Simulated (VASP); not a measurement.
## Pb under changes of volume

One of the cells (29.198 Å³/atom); the others are scaled copies at fixed shape and fractional positions:

```
CELL_PARAMETERS angstrom
3.51310 0.00000 0.00000
-1.75655 3.04244 0.00000
0.00000 0.00000 5.46358
ATOMIC_POSITIONS crystal
Pb 0.66667 0.33333 0.75000
Pb 0.33333 0.66667 0.25000
```

This isn't the form of Pb at room conditions, which is fcc.

- Program: VASP 6.6.1
- Functional: LDA
- Potentials or basis: VASP PAW LDA potentials, release 64 (Pb_d)
- Cutoff: 520 eV
- k mesh: 8 × 8 × 4
- Occupations: fermi-dirac, width 0.05 eV
- Spin: no spin polarisation

```tsv
volume (Å³/atom)	energy over the lowest point (meV/atom)	pressure (GPa)
28.031	8.91	2.3
28.614	?	?
29.198	0.00	0.0
29.782	1.50	-1.1
30.366	6.44	-1.9
```

Question: What does the run at 28.614 Å³/atom give?

Answer: Energy over the lowest point 2.35 meV/atom; pressure 1.1 GPa.

Worked out: A Birch-Murnaghan fit of order 2 (a polynomial in V^(-2/3)) to the other rows has its minimum at 29.25 Å³/atom with B0 = V·E''(V) = 52 GPa at fixed shape and positions, which overstates the stiffness. It gives 2.35 meV/atom at 28.614 Å³/atom, against the run's 2.35, and -dE/dV = 1.2 GPa, against 1.1.

Energies are extrapolated to zero smearing.
